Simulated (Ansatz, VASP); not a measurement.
**GaSb in two plane-wave programs**

One calculation is typed for both programs; each brings its own data sets. How far apart do they land? The cell is taken from a series of runs on this material, whose earlier steps may have relaxed, scaled, displaced or heated it; both programs get it as it stands.

Method: plane waves, with VASP 6.6.1 beside it; zone-centre phonons at LDA, in Ansatz 0.2.0.

## Step 1: The starting structure

Symmetry: R3m, No. 160, trigonal system. The conventional cell has a = 4.363 Å, b = 4.363 Å, c = 10.379 Å, α = 90.00°, β = 90.00°, γ = 120.00°. Nearest to Ga lie 4 Sb at 2.62 to 2.65 Å. Nearest to Sb lie 4 Ga at 2.62 to 2.65 Å. Farther neighbours are not listed.

Structure file:

```
Ga Sb
1.0
    -0.05936    3.02569    3.02569
     3.02569   -0.05936    3.02569
     3.02569    3.02569   -0.05936
Ga Sb
1 1
Cartesian
  0.0085 0.0085 0.0085
  4.4855 4.4855 4.4855
```

## Step 2: VASP: zone-centre phonons, LDA

Second derivatives magnify differences that forces hide, and they need a tight electronic threshold.

Lines of VASP's logs that name or quote its potential files are left out, and so is its time.

INCAR

```
SYSTEM = GaSb
PREC = Accurate
ENCUT = 500
EDIFF = 1E-08
NELM = 120
ISMEAR = 0
SIGMA = 0.015
LREAL = .FALSE.
ALGO = Normal
GGA = CA
NBANDS = 15
LORBIT = 11
LWAVE = .FALSE.
LCHARG = .FALSE.
ISIF = 2
ISYM = 2
IBRION = 8
LASPH = .TRUE.
GGA_COMPAT = .FALSE.
EFERMI = MIDGAP
KPAR = 2
```

POSCAR

```
GaSb
1.0
   -0.0593570135      3.0256942440      3.0256942440
    3.0256942440     -0.0593570135      3.0256942440
    3.0256942440      3.0256942440     -0.0593570135
Ga Sb
1 1
Direct
    0.0014199554      0.0014199554      0.0014199554
    0.7485800446      0.7485800446      0.7485800446
```

KPOINTS

```
Points of the shifted mesh
1728
Reciprocal
 0.0416666667  0.0416666667  0.0416666667 1
 0.0416666667  0.0416666667  0.1250000000 1
 0.0416666667  0.0416666667  0.2083333333 1
 0.0416666667  0.0416666667  0.2916666667 1
 0.0416666667  0.0416666667  0.3750000000 1
 0.0416666667  0.0416666667  0.4583333333 1
 0.0416666667  0.0416666667  0.5416666667 1
 0.0416666667  0.0416666667  0.6250000000 1
 0.0416666667  0.0416666667  0.7083333333 1
 0.0416666667  0.0416666667  0.7916666667 1
 0.0416666667  0.0416666667  0.8750000000 1
 0.0416666667  0.0416666667  0.9583333333 1
 0.0416666667  0.1250000000  0.0416666667 1
 0.0416666667  0.1250000000  0.1250000000 1
 0.0416666667  0.1250000000  0.2083333333 1
 0.0416666667  0.1250000000  0.2916666667 1
 0.0416666667  0.1250000000  0.3750000000 1
 0.0416666667  0.1250000000  0.4583333333 1
 0.0416666667  0.1250000000  0.5416666667 1
 0.0416666667  0.1250000000  0.6250000000 1
 0.0416666667  0.1250000000  0.7083333333 1
 0.0416666667  0.1250000000  0.7916666667 1
 0.0416666667  0.1250000000  0.8750000000 1
 0.0416666667  0.1250000000  0.9583333333 1
 0.0416666667  0.2083333333  0.0416666667 1
 0.0416666667  0.2083333333  0.1250000000 1
 0.0416666667  0.2083333333  0.2083333333 1
 0.0416666667  0.2083333333  0.2916666667 1
 0.0416666667  0.2083333333  0.3750000000 1
 0.0416666667  0.2083333333  0.4583333333 1
 0.0416666667  0.2083333333  0.5416666667 1
 0.0416666667  0.2083333333  0.6250000000 1
 0.0416666667  0.2083333333  0.7083333333 1
 0.0416666667  0.2083333333  0.7916666667 1
 0.0416666667  0.2083333333  0.8750000000 1
 0.0416666667  0.2083333333  0.9583333333 1
 0.0416666667  0.2916666667  0.0416666667 1
 0.0416666667  0.2916666667  0.1250000000 1
 0.0416666667  0.2916666667  0.2083333333 1
 0.0416666667  0.2916666667  0.2916666667 1
 0.0416666667  0.2916666667  0.3750000000 1
 0.0416666667  0.2916666667  0.4583333333 1
 0.0416666667  0.2916666667  0.5416666667 1
 0.0416666667  0.2916666667  0.6250000000 1
 0.0416666667  0.2916666667  0.7083333333 1
 0.0416666667  0.2916666667  0.7916666667 1
 0.0416666667  0.2916666667  0.8750000000 1
 0.0416666667  0.2916666667  0.9583333333 1
 0.0416666667  0.3750000000  0.0416666667 1
 0.0416666667  0.3750000000  0.1250000000 1
 0.0416666667  0.3750000000  0.2083333333 1
 0.0416666667  0.3750000000  0.2916666667 1
 0.0416666667  0.3750000000  0.3750000000 1
 0.0416666667  0.3750000000  0.4583333333 1
 0.0416666667  0.3750000000  0.5416666667 1
 0.0416666667  0.3750000000  0.6250000000 1
 0.0416666667  0.3750000000  0.7083333333 1
 0.0416666667  0.3750000000  0.7916666667 1
 0.0416666667  0.3750000000  0.8750000000 1
 0.0416666667  0.3750000000  0.9583333333 1
 0.0416666667  0.4583333333  0.0416666667 1
 0.0416666667  0.4583333333  0.1250000000 1
 0.0416666667  0.4583333333  0.2083333333 1
 0.0416666667  0.4583333333  0.2916666667 1
 0.0416666667  0.4583333333  0.3750000000 1
 0.0416666667  0.4583333333  0.4583333333 1
 0.0416666667  0.4583333333  0.5416666667 1
 0.0416666667  0.4583333333  0.6250000000 1
 0.0416666667  0.4583333333  0.7083333333 1
 0.0416666667  0.4583333333  0.7916666667 1
 0.0416666667  0.4583333333  0.8750000000 1
 0.0416666667  0.4583333333  0.9583333333 1
 0.0416666667  0.5416666667  0.0416666667 1
 0.0416666667  0.5416666667  0.1250000000 1
 0.0416666667  0.5416666667  0.2083333333 1
 0.0416666667  0.5416666667  0.2916666667 1
 0.0416666667  0.5416666667  0.3750000000 1
 0.0416666667  0.5416666667  0.4583333333 1
 0.0416666667  0.5416666667  0.5416666667 1
 0.0416666667  0.5416666667  0.6250000000 1
 0.0416666667  0.5416666667  0.7083333333 1
 0.0416666667  0.5416666667  0.7916666667 1
 0.0416666667  0.5416666667  0.8750000000 1
 0.0416666667  0.5416666667  0.9583333333 1
 0.0416666667  0.6250000000  0.0416666667 1
 0.0416666667  0.6250000000  0.1250000000 1
 0.0416666667  0.6250000000  0.2083333333 1
 0.0416666667  0.6250000000  0.2916666667 1
 0.0416666667  0.6250000000  0.3750000000 1
 0.0416666667  0.6250000000  0.4583333333 1
 0.0416666667  0.6250000000  0.5416666667 1
 0.0416666667  0.6250000000  0.6250000000 1
 0.0416666667  0.6250000000  0.7083333333 1
 0.0416666667  0.6250000000  0.7916666667 1
 0.0416666667  0.6250000000  0.8750000000 1
 0.0416666667  0.6250000000  0.9583333333 1
 0.0416666667  0.7083333333  0.0416666667 1
 0.0416666667  0.7083333333  0.1250000000 1
 0.0416666667  0.7083333333  0.2083333333 1
 0.0416666667  0.7083333333  0.2916666667 1
 0.0416666667  0.7083333333  0.3750000000 1
 0.0416666667  0.7083333333  0.4583333333 1
 0.0416666667  0.7083333333  0.5416666667 1
 0.0416666667  0.7083333333  0.6250000000 1
 0.0416666667  0.7083333333  0.7083333333 1
 0.0416666667  0.7083333333  0.7916666667 1
 0.0416666667  0.7083333333  0.8750000000 1
 0.0416666667  0.7083333333  0.9583333333 1
 0.0416666667  0.7916666667  0.0416666667 1
 0.0416666667  0.7916666667  0.1250000000 1
 0.0416666667  0.7916666667  0.2083333333 1
 0.0416666667  0.7916666667  0.2916666667 1
[... 1390 lines left out ...]
 0.8750000000  0.4583333333  0.1250000000 1
 0.8750000000  0.4583333333  0.2083333333 1
 0.8750000000  0.4583333333  0.2916666667 1
 0.8750000000  0.4583333333  0.3750000000 1
 0.8750000000  0.4583333333  0.4583333333 1
 0.8750000000  0.4583333333  0.5416666667 1
 0.8750000000  0.4583333333  0.6250000000 1
 0.8750000000  0.4583333333  0.7083333333 1
 0.8750000000  0.4583333333  0.7916666667 1
 0.8750000000  0.4583333333  0.8750000000 1
 0.8750000000  0.4583333333  0.9583333333 1
 0.8750000000  0.5416666667  0.0416666667 1
 0.8750000000  0.5416666667  0.1250000000 1
 0.8750000000  0.5416666667  0.2083333333 1
 0.8750000000  0.5416666667  0.2916666667 1
 0.8750000000  0.5416666667  0.3750000000 1
 0.8750000000  0.5416666667  0.4583333333 1
 0.8750000000  0.5416666667  0.5416666667 1
 0.8750000000  0.5416666667  0.6250000000 1
 0.8750000000  0.5416666667  0.7083333333 1
 0.8750000000  0.5416666667  0.7916666667 1
 0.8750000000  0.5416666667  0.8750000000 1
 0.8750000000  0.5416666667  0.9583333333 1
 0.8750000000  0.6250000000  0.0416666667 1
 0.8750000000  0.6250000000  0.1250000000 1
 0.8750000000  0.6250000000  0.2083333333 1
 0.8750000000  0.6250000000  0.2916666667 1
 0.8750000000  0.6250000000  0.3750000000 1
 0.8750000000  0.6250000000  0.4583333333 1
 0.8750000000  0.6250000000  0.5416666667 1
 0.8750000000  0.6250000000  0.6250000000 1
 0.8750000000  0.6250000000  0.7083333333 1
 0.8750000000  0.6250000000  0.7916666667 1
 0.8750000000  0.6250000000  0.8750000000 1
 0.8750000000  0.6250000000  0.9583333333 1
 0.8750000000  0.7083333333  0.0416666667 1
 0.8750000000  0.7083333333  0.1250000000 1
 0.8750000000  0.7083333333  0.2083333333 1
 0.8750000000  0.7083333333  0.2916666667 1
 0.8750000000  0.7083333333  0.3750000000 1
 0.8750000000  0.7083333333  0.4583333333 1
 0.8750000000  0.7083333333  0.5416666667 1
 0.8750000000  0.7083333333  0.6250000000 1
 0.8750000000  0.7083333333  0.7083333333 1
 0.8750000000  0.7083333333  0.7916666667 1
 0.8750000000  0.7083333333  0.8750000000 1
 0.8750000000  0.7083333333  0.9583333333 1
 0.8750000000  0.7916666667  0.0416666667 1
 0.8750000000  0.7916666667  0.1250000000 1
 0.8750000000  0.7916666667  0.2083333333 1
 0.8750000000  0.7916666667  0.2916666667 1
 0.8750000000  0.7916666667  0.3750000000 1
 0.8750000000  0.7916666667  0.4583333333 1
 0.8750000000  0.7916666667  0.5416666667 1
 0.8750000000  0.7916666667  0.6250000000 1
 0.8750000000  0.7916666667  0.7083333333 1
 0.8750000000  0.7916666667  0.7916666667 1
 0.8750000000  0.7916666667  0.8750000000 1
 0.8750000000  0.7916666667  0.9583333333 1
 0.8750000000  0.8750000000  0.0416666667 1
 0.8750000000  0.8750000000  0.1250000000 1
 0.8750000000  0.8750000000  0.2083333333 1
 0.8750000000  0.8750000000  0.2916666667 1
 0.8750000000  0.8750000000  0.3750000000 1
 0.8750000000  0.8750000000  0.4583333333 1
 0.8750000000  0.8750000000  0.5416666667 1
 0.8750000000  0.8750000000  0.6250000000 1
 0.8750000000  0.8750000000  0.7083333333 1
 0.8750000000  0.8750000000  0.7916666667 1
 0.8750000000  0.8750000000  0.8750000000 1
 0.8750000000  0.8750000000  0.9583333333 1
 0.8750000000  0.9583333333  0.0416666667 1
 0.8750000000  0.9583333333  0.1250000000 1
 0.8750000000  0.9583333333  0.2083333333 1
 0.8750000000  0.9583333333  0.2916666667 1
 0.8750000000  0.9583333333  0.3750000000 1
 0.8750000000  0.9583333333  0.4583333333 1
 0.8750000000  0.9583333333  0.5416666667 1
 0.8750000000  0.9583333333  0.6250000000 1
 0.8750000000  0.9583333333  0.7083333333 1
 0.8750000000  0.9583333333  0.7916666667 1
 0.8750000000  0.9583333333  0.8750000000 1
 0.8750000000  0.9583333333  0.9583333333 1
 0.9583333333  0.0416666667  0.0416666667 1
 0.9583333333  0.0416666667  0.1250000000 1
 0.9583333333  0.0416666667  0.2083333333 1
 0.9583333333  0.0416666667  0.2916666667 1
 0.9583333333  0.0416666667  0.3750000000 1
 0.9583333333  0.0416666667  0.4583333333 1
 0.9583333333  0.0416666667  0.5416666667 1
 0.9583333333  0.0416666667  0.6250000000 1
 0.9583333333  0.0416666667  0.7083333333 1
 0.9583333333  0.0416666667  0.7916666667 1
 0.9583333333  0.0416666667  0.8750000000 1
 0.9583333333  0.0416666667  0.9583333333 1
 0.9583333333  0.1250000000  0.0416666667 1
 0.9583333333  0.1250000000  0.1250000000 1
 0.9583333333  0.1250000000  0.2083333333 1
 0.9583333333  0.1250000000  0.2916666667 1
 0.9583333333  0.1250000000  0.3750000000 1
 0.9583333333  0.1250000000  0.4583333333 1
 0.9583333333  0.1250000000  0.5416666667 1
 0.9583333333  0.1250000000  0.6250000000 1
 0.9583333333  0.1250000000  0.7083333333 1
 0.9583333333  0.1250000000  0.7916666667 1
 0.9583333333  0.1250000000  0.8750000000 1
 0.9583333333  0.1250000000  0.9583333333 1
 0.9583333333  0.2083333333  0.0416666667 1
 0.9583333333  0.2083333333  0.1250000000 1
 0.9583333333  0.2083333333  0.2083333333 1
 0.9583333333  0.2083333333  0.2916666667 1
 0.9583333333  0.2083333333  0.3750000000 1
 0.9583333333  0.2083333333  0.4583333333 1
 0.9583333333  0.2083333333  0.5416666667 1
 0.9583333333  0.2083333333  0.6250000000 1
 0.9583333333  0.2083333333  0.7083333333 1
 0.9583333333  0.2083333333  0.7916666667 1
 0.9583333333  0.2083333333  0.8750000000 1
 0.9583333333  0.2083333333  0.9583333333 1
 0.9583333333  0.2916666667  0.0416666667 1
 0.9583333333  0.2916666667  0.1250000000 1
 0.9583333333  0.2916666667  0.2083333333 1
 0.9583333333  0.2916666667  0.2916666667 1
 0.9583333333  0.2916666667  0.3750000000 1
 0.9583333333  0.2916666667  0.4583333333 1
 0.9583333333  0.2916666667  0.5416666667 1
 0.9583333333  0.2916666667  0.6250000000 1
 0.9583333333  0.2916666667  0.7083333333 1
 0.9583333333  0.2916666667  0.7916666667 1
 0.9583333333  0.2916666667  0.8750000000 1
 0.9583333333  0.2916666667  0.9583333333 1
 0.9583333333  0.3750000000  0.0416666667 1
 0.9583333333  0.3750000000  0.1250000000 1
 0.9583333333  0.3750000000  0.2083333333 1
 0.9583333333  0.3750000000  0.2916666667 1
 0.9583333333  0.3750000000  0.3750000000 1
 0.9583333333  0.3750000000  0.4583333333 1
 0.9583333333  0.3750000000  0.5416666667 1
 0.9583333333  0.3750000000  0.6250000000 1
 0.9583333333  0.3750000000  0.7083333333 1
 0.9583333333  0.3750000000  0.7916666667 1
 0.9583333333  0.3750000000  0.8750000000 1
 0.9583333333  0.3750000000  0.9583333333 1
 0.9583333333  0.4583333333  0.0416666667 1
 0.9583333333  0.4583333333  0.1250000000 1
 0.9583333333  0.4583333333  0.2083333333 1
 0.9583333333  0.4583333333  0.2916666667 1
 0.9583333333  0.4583333333  0.3750000000 1
 0.9583333333  0.4583333333  0.4583333333 1
 0.9583333333  0.4583333333  0.5416666667 1
 0.9583333333  0.4583333333  0.6250000000 1
 0.9583333333  0.4583333333  0.7083333333 1
 0.9583333333  0.4583333333  0.7916666667 1
 0.9583333333  0.4583333333  0.8750000000 1
 0.9583333333  0.4583333333  0.9583333333 1
 0.9583333333  0.5416666667  0.0416666667 1
 0.9583333333  0.5416666667  0.1250000000 1
 0.9583333333  0.5416666667  0.2083333333 1
 0.9583333333  0.5416666667  0.2916666667 1
 0.9583333333  0.5416666667  0.3750000000 1
 0.9583333333  0.5416666667  0.4583333333 1
 0.9583333333  0.5416666667  0.5416666667 1
 0.9583333333  0.5416666667  0.6250000000 1
 0.9583333333  0.5416666667  0.7083333333 1
 0.9583333333  0.5416666667  0.7916666667 1
 0.9583333333  0.5416666667  0.8750000000 1
 0.9583333333  0.5416666667  0.9583333333 1
 0.9583333333  0.6250000000  0.0416666667 1
 0.9583333333  0.6250000000  0.1250000000 1
 0.9583333333  0.6250000000  0.2083333333 1
 0.9583333333  0.6250000000  0.2916666667 1
 0.9583333333  0.6250000000  0.3750000000 1
 0.9583333333  0.6250000000  0.4583333333 1
 0.9583333333  0.6250000000  0.5416666667 1
 0.9583333333  0.6250000000  0.6250000000 1
 0.9583333333  0.6250000000  0.7083333333 1
 0.9583333333  0.6250000000  0.7916666667 1
 0.9583333333  0.6250000000  0.8750000000 1
 0.9583333333  0.6250000000  0.9583333333 1
 0.9583333333  0.7083333333  0.0416666667 1
 0.9583333333  0.7083333333  0.1250000000 1
 0.9583333333  0.7083333333  0.2083333333 1
 0.9583333333  0.7083333333  0.2916666667 1
 0.9583333333  0.7083333333  0.3750000000 1
 0.9583333333  0.7083333333  0.4583333333 1
 0.9583333333  0.7083333333  0.5416666667 1
 0.9583333333  0.7083333333  0.6250000000 1
 0.9583333333  0.7083333333  0.7083333333 1
 0.9583333333  0.7083333333  0.7916666667 1
 0.9583333333  0.7083333333  0.8750000000 1
 0.9583333333  0.7083333333  0.9583333333 1
 0.9583333333  0.7916666667  0.0416666667 1
 0.9583333333  0.7916666667  0.1250000000 1
 0.9583333333  0.7916666667  0.2083333333 1
 0.9583333333  0.7916666667  0.2916666667 1
 0.9583333333  0.7916666667  0.3750000000 1
 0.9583333333  0.7916666667  0.4583333333 1
 0.9583333333  0.7916666667  0.5416666667 1
 0.9583333333  0.7916666667  0.6250000000 1
 0.9583333333  0.7916666667  0.7083333333 1
 0.9583333333  0.7916666667  0.7916666667 1
 0.9583333333  0.7916666667  0.8750000000 1
 0.9583333333  0.7916666667  0.9583333333 1
 0.9583333333  0.8750000000  0.0416666667 1
 0.9583333333  0.8750000000  0.1250000000 1
 0.9583333333  0.8750000000  0.2083333333 1
 0.9583333333  0.8750000000  0.2916666667 1
 0.9583333333  0.8750000000  0.3750000000 1
 0.9583333333  0.8750000000  0.4583333333 1
 0.9583333333  0.8750000000  0.5416666667 1
 0.9583333333  0.8750000000  0.6250000000 1
 0.9583333333  0.8750000000  0.7083333333 1
 0.9583333333  0.8750000000  0.7916666667 1
 0.9583333333  0.8750000000  0.8750000000 1
 0.9583333333  0.8750000000  0.9583333333 1
 0.9583333333  0.9583333333  0.0416666667 1
 0.9583333333  0.9583333333  0.1250000000 1
 0.9583333333  0.9583333333  0.2083333333 1
 0.9583333333  0.9583333333  0.2916666667 1
 0.9583333333  0.9583333333  0.3750000000 1
 0.9583333333  0.9583333333  0.4583333333 1
 0.9583333333  0.9583333333  0.5416666667 1
 0.9583333333  0.9583333333  0.6250000000 1
 0.9583333333  0.9583333333  0.7083333333 1
 0.9583333333  0.9583333333  0.7916666667 1
 0.9583333333  0.9583333333  0.8750000000 1
 0.9583333333  0.9583333333  0.9583333333 1
```

The projector-augmented-wave data sets are Ga_d and Sb (LDA family, release 64).

On the command line:

```console
mpirun -np 2 vasp_std
```

Numbers of over 12 decimals in the logs are rounded to 6 here.

The program printed:

```text
[banner, memory and clock lines left out]
running    2 mpi-ranks, on    1 nodes
 distrk:  each k-point on    1 cores,    2 groups
 distr:  one band on    1 cores,    1 groups

 POSCAR found type information on POSCAR GaSb
 POSCAR found :  2 types and       2 ions
 LDA part: xc-table for (Slater(with rela. corr.)+CA(PZ))
 , standard interpolation
 POSCAR, INCAR and KPOINTS ok, starting setup
 FFT: planning ... GRIDC
 FFT: planning ... GRID_SOFT
 FFT: planning ... GRID
 WAVECAR not read
 entering main loop
       N       E                     dE             d eps       ncg     rms          rms(c)
DAV:   1     0.810793808486E+02    0.81079E+02   -0.85130E+03 52447   0.144E+03
DAV:   2    -0.241317209051E+01   -0.83493E+02   -0.80594E+02 60828   0.302E+02
DAV:   3    -0.866549301875E+01   -0.62523E+01   -0.62337E+01 61878   0.682E+01
DAV:   4    -0.877848463355E+01   -0.11299E+00   -0.11297E+00 64324   0.103E+01
DAV:   5    -0.878124201815E+01   -0.27574E-02   -0.27573E-02 67136   0.141E+00    0.330E+00
DAV:   6    -0.869492605935E+01    0.86316E-01   -0.74767E-02 75942   0.439E+00    0.191E+00
DAV:   7    -0.866037006152E+01    0.34556E-01   -0.49990E-02 60555   0.178E+00    0.292E-01
DAV:   8    -0.866005987658E+01    0.31018E-03   -0.47446E-03 65527   0.836E-01    0.932E-02
DAV:   9    -0.866013697007E+01   -0.77093E-04   -0.34603E-04 62247   0.167E-01    0.368E-02
DAV:  10    -0.866013095210E+01    0.60180E-05   -0.18852E-05 67185   0.376E-02    0.126E-02
DAV:  11    -0.866013347131E+01   -0.25192E-05   -0.42542E-06 59743   0.190E-02    0.482E-03
DAV:  12    -0.866013345867E+01    0.12637E-07   -0.21020E-07 66146   0.353E-03    0.110E-03
DAV:  13    -0.866013346732E+01   -0.86475E-08   -0.21245E-08 62700   0.130E-03
   1 F= -.86601335E+01 E0= -.86601335E+01  d E =-.388095E-12
 Linear response reoptimize wavefunctions to high precision
DAV:   1    -0.866013346730E+01    0.19099E-10   -0.10181E-09 52766   0.402E-04
DAV:   2    -0.866013346732E+01   -0.19099E-10   -0.15630E-10 36406   0.110E-04
 Linear response DOF=           2
 Linear response progress:
  Degree of freedom:   1/  2
       N       E                     dE             d eps       ncg     rms          rms(c)
RMM:   1    -0.168090670254E+00   -0.16809E+00    0.92019E-02 64472   0.843E+00
RMM:   2    -0.166646655922E+00    0.14440E-02   -0.26931E-02 97048   0.137E+00    0.398E-02
RMM:   3    -0.166861562461E+00   -0.21491E-03   -0.40314E-03100457   0.462E-01    0.251E-02
RMM:   4    -0.166819928398E+00    0.41634E-04   -0.19610E-03110849   0.223E-01    0.151E-02
RMM:   5    -0.166818240097E+00    0.16883E-05   -0.84279E-05107422   0.568E-02    0.453E-03
RMM:   6    -0.166817299475E+00    0.94062E-06   -0.64617E-06108319   0.242E-02    0.729E-04
RMM:   7    -0.166811449620E+00    0.58499E-05   -0.69009E-06106118   0.107E-02    0.494E-04
RMM:   8    -0.166812161474E+00   -0.71185E-06   -0.77047E-07103580   0.509E-03    0.279E-04
RMM:   9    -0.166814439172E+00   -0.22777E-05   -0.14985E-07108392   0.243E-03    0.503E-05
RMM:  10    -0.166814530067E+00   -0.90896E-07   -0.48651E-07104884   0.112E-03    0.427E-05
RMM:  11    -0.166814714685E+00   -0.18462E-06   -0.11661E-07109243   0.551E-04    0.255E-05
RMM:  12    -0.166814881514E+00   -0.16683E-06   -0.12230E-07108279   0.277E-04    0.146E-05
RMM:  13    -0.166814998753E+00   -0.11724E-06    0.12581E-08107994   0.143E-04    0.236E-06
RMM:  14    -0.166814952629E+00    0.46123E-07   -0.15709E-08101350   0.773E-05    0.521E-06
RMM:  15    -0.166814983806E+00   -0.31176E-07    0.70038E-09106019   0.436E-05    0.152E-06
RMM:  16    -0.166814998809E+00   -0.15003E-07   -0.32046E-09106085   0.266E-05    0.210E-07
RMM:  17    -0.166814998755E+00    0.53510E-10    0.35058E-09 84152   0.177E-05    0.370E-07
 first order change of Fermi-energy   0.40361E+00
 force on displaced ion       1 direction 1 :  -7.818  -0.173  -0.173
 Linear response progress:
  Degree of freedom:   2/  2
       N       E                     dE             d eps       ncg     rms          rms(c)
RMM:   1    -0.292730986310E-01   -0.29273E-01    0.33612E-03104413   0.137E+00
RMM:   2    -0.265800036472E-01    0.26931E-02   -0.35811E-03 95240   0.384E-01    0.665E-02
RMM:   3    -0.265074303683E-01    0.72573E-04   -0.21701E-04105795   0.104E-01    0.356E-02
RMM:   4    -0.265197575335E-01   -0.12327E-04   -0.42698E-05105595   0.443E-02    0.456E-03
RMM:   5    -0.265245840727E-01   -0.48265E-05   -0.58483E-06110002   0.155E-02    0.290E-03
RMM:   6    -0.265180582832E-01    0.65258E-05   -0.84882E-07105406   0.492E-03    0.830E-04
RMM:   7    -0.265168609366E-01    0.11973E-05   -0.91022E-08108679   0.151E-03    0.302E-04
RMM:   8    -0.265164156630E-01    0.44527E-06   -0.19276E-08104854   0.545E-04    0.935E-05
RMM:   9    -0.265163724887E-01    0.43174E-07   -0.21333E-09109285   0.203E-04    0.227E-05
RMM:  10    -0.265163866867E-01   -0.14198E-07    0.18123E-10103150   0.765E-05    0.134E-05
RMM:  11    -0.265163798621E-01    0.68246E-08    0.75440E-10108039   0.276E-05    0.244E-06
 first order change of Fermi-energy  -0.40257E+00
 force on displaced ion       2 direction 1 :  -7.820  -0.175  -0.175
 Linear response finished
```

(Continued in part 2 of 2.)

[Lines on the potential files, build, host, timing and source positions are cut from VASP's logs without a mark.]

[Logs are printed without paths, hosts, clocks, repeated set-up lines and the standing remarks that a program may print on its own settings, such as how far it seeks lower states.]

[Hosts, paths, dates, database ids (printed as entryN), source tags and the programs' standing remarks are cut or masked in the printed files.]
